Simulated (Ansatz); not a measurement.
**FeCo**

The computed numbers are results of r²SCAN, scalar-relativistic (collinear spin) in the plane-wave PAW code Ansatz at 500 eV, Γ-centred 12×12×12 mesh, 0.05 eV Gaussian smearing; PAW files: Ansatz's generated set soft_2.

```
Fe Co
1.0
     2.83793    0.00000    0.00000
     0.00000    2.83793    0.00000
     0.00000    0.00000    2.83793
Fe Co
1 1
Direct
  0.50000 0.50000 0.50000
  0.00000 0.00000 0.00000
```

The chain of runs began from a cell as deposited in COD, expanded in volume.

Magnetic state: ferromagnetic, site spin moments Fe 3.09; Co 1.96 μB.

The cell is relaxed to zero pressure at this level.

Path: Γ–X–M–Γ–R–X | R–M, with Γ = (0.000, 0.000, 0.000), X = (0.000, 0.500, 0.000), M = (0.500, 0.500, 0.000), R = (0.500, 0.500, 0.500) in reciprocal vectors of the calculation's cell.

Question: Is it a metal or an insulator, and if it has a gap, where are the band edges on this path?

Answer: A metal: bands cross the Fermi level.

Bands as a text map, energy in eV from the Fermi level (dashes), each leg drawn with the same width, + spin up, o spin down, # both:
```
  4.86 |                  +           o              
  4.57 |   +             o                           
  4.29 |    o                      +            o    
  4.00 |                                       +     
  3.71 |                               o             
  3.43 |     o          o         o                  
  3.14 |                 +            +          o   
  2.86 |      o                         o       +    
  2.57 |    +  ooooo                    oooo      o  
  2.29 |            o  o                             
  2.00 |      oooooo oooo        o oooo  oooooooooooo
  1.71 |oooooo     ooo oooooooo   o   ooo      o +   
  1.43 |ooooo     oo ooo#oooooooooooooo#oo  ooooooooo
  1.14 |  o  o   oo  oooo oo  oooo+    o oo      oooo
  0.86 |   o +ooo  oo  o o o    o       o  o         
  0.57 |    o    ooo    o               oo        +  
  0.29 |         oo    + oo    o        + o          
  0.00 |-----oo-o-----------------------+oo----------
 -0.29 |       o o                         o       + 
 -0.57 |      #o    +++                   oo        +
 -0.86 |    oo  o  ++ o   oo     +       +         oo
 -1.14 |  oo   o  ++ o o    o oo          oo      o  
 -1.43 |ooooooo###  o++++oooooo           ##        +
 -1.71 |+++   o+ooo#+  +o##++++o         oo+     o + 
 -2.00 |  ++     o##    #o  + ++o       oo      o    
 -2.29 |   ++#+  + oo  oo  +    +oo   ooo#     o  +  
 -2.57 |    #+++++   ooo+# +     ++oooo##+++ooo   ooo
 -2.86 |  ++++  +  +++++++#    +o###+###+   ++####+++
        Γ      X      M      Γ      R      XR       M
```

The run wasn't fully tested for a lower electronic state. Site moments are of spin, integrated over atomic spheres.
